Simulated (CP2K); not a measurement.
Write the native input for CP2K 2026.2 that does the following.

| Property | Result |
| --- | --- |
| Task | single point |
| Functional | r2SCAN |
| Potentials or basis | POTENTIAL_UZH Hf GTH-PBE-q12; TZVP-MOLOPT-PBE-GTH basis |
| Density cutoff | 9184 eV |
| k mesh | 10 × 10 × 5 |
| Occupations | fermi-dirac, width 0.05 eV |
| Spin | no spin polarisation |
| SCF solver | diagonalisation with k points |
| Quickstep method | GPW |
| EPS_DEFAULT | 1.0E-9 |
| EPS_SCF | 1.0E-6 |
| MAX_SCF | 100 |
| SCF_GUESS | ATOMIC |
| k points reduced by the point group | yes |
| Mesh centred on Gamma | yes |
| CHOLESKY | OFF |
| EPS_EIGVAL | 1.0E-7 |
| MIXING METHOD | BROYDEN_MIXING |
| MIXING ALPHA | 0.4 |
| NBUFFER | 8 |
| NGRIDS | 4 |
| Basis sets | Hf TZVP-MOLOPT-PBE-GTH-q12 |
| Potentials | Hf GTH-PBE-q12 of POTENTIAL_UZH |
| ADDED_MOS | [16] |
| REL_CUTOFF (Ry) | 60 Ry |
| MIXING BETA (1/bohr) | 1.5 1/bohr |
| CUTOFF of the grids | 675 Ry |

Hf:

```
Hf
1.0
     3.19670    0.00000    0.00000
    -1.59835    2.76842    0.00000
     0.00000    0.00000    5.05780
Hf
2
Direct
  0.66667 0.33333 0.75000
  0.33333 0.66667 0.25000
```

The input as run:

hf_scf.inp

```
&GLOBAL
  PROJECT hf_scf
  RUN_TYPE ENERGY_FORCE
  PRINT_LEVEL LOW
&END GLOBAL
&FORCE_EVAL
  METHOD QS
  STRESS_TENSOR ANALYTICAL
  &DFT
    BASIS_SET_FILE_NAME BASIS_MOLOPT_UZH
    POTENTIAL_FILE_NAME POTENTIAL_UZH
    &MGRID
      CUTOFF 675
      REL_CUTOFF 60
      NGRIDS 4
    &END MGRID
    &QS
      METHOD GPW
      EPS_DEFAULT 1.0E-9
    &END QS
    &KPOINTS
      SCHEME MONKHORST-PACK 10 10 5
      GAMMA_CENTERED T
      SYMMETRY T
      SYMMETRY_BACKEND SPGLIB
    &END KPOINTS
    &SCF
      SCF_GUESS ATOMIC
      EPS_SCF 1.0E-6
      MAX_SCF 100
      ADDED_MOS 16
      CHOLESKY OFF
      EPS_EIGVAL 1.0E-7
      &DIAGONALIZATION ON
        ALGORITHM STANDARD
      &END DIAGONALIZATION
      &MIXING ON
        METHOD BROYDEN_MIXING
        ALPHA 0.4
        BETA 1.5
        NBUFFER 8
      &END MIXING
      &SMEAR ON
        METHOD FERMI_DIRAC
        ELECTRONIC_TEMPERATURE 580.23
      &END SMEAR
    &END SCF
    &XC
      &XC_FUNCTIONAL
        &MGGA_X_R2SCAN
        &END MGGA_X_R2SCAN
        &MGGA_C_R2SCAN
        &END MGGA_C_R2SCAN
      &END XC_FUNCTIONAL
    &END XC
    &PRINT
      &KPOINTS ON
      &END KPOINTS
      &MULLIKEN ON
      &END MULLIKEN
      &MO ON
        ENERGIES T
        OCCUPATION_NUMBERS T
        &EACH
          QS_SCF 0
        &END EACH
        ADD_LAST NUMERIC
      &END MO
    &END PRINT
  &END DFT
  &SUBSYS
    &CELL
      ABC 3.1967000000 3.1967000000 5.0578000000
      ALPHA_BETA_GAMMA 90.0000000000 90.0000000000 119.9999999998
      PERIODIC XYZ
    &END CELL
    &COORD
      SCALED
      Hf  0.6666666667 0.3333333333 0.7500000000
      Hf  0.3333333333 0.6666666667 0.2500000000
    &END COORD
    &KIND Hf
      BASIS_SET TZVP-MOLOPT-PBE-GTH-q12
      POTENTIAL GTH-PBE-q12
    &END KIND
    &PRINT
      &ATOMIC_COORDINATES ON
      &END ATOMIC_COORDINATES
      &CELL ON
      &END CELL
    &END PRINT
  &END SUBSYS
  &PRINT
    &FORCES ON
    &END FORCES
    &STRESS_TENSOR ON
    &END STRESS_TENSOR
  &END PRINT
&END FORCE_EVAL
```

Potentials or basis: POTENTIAL_UZH Hf GTH-PBE-q12; TZVP-MOLOPT-PBE-GTH basis.

Run with:

```console
$ OMP_NUM_THREADS=1 cp2k.psmp -i hf_scf.inp -o hf_scf.out
```

It gave:

```yaml
Pressure: 2.1 GPa
Band_gap_on_the_k_mesh: none (metal or under the smearing width)
```

Caveat: the potentials were made for another functional, which shifts forces and pressure; the basis of atomic orbitals isn't converged, which shifts pressures, moduli and gaps.

It took 2 min on 1 thread of Intel(R) Xeon(R) 6975P-C (Granite Rapids), on a shared host, peak memory 0.45 GiB.
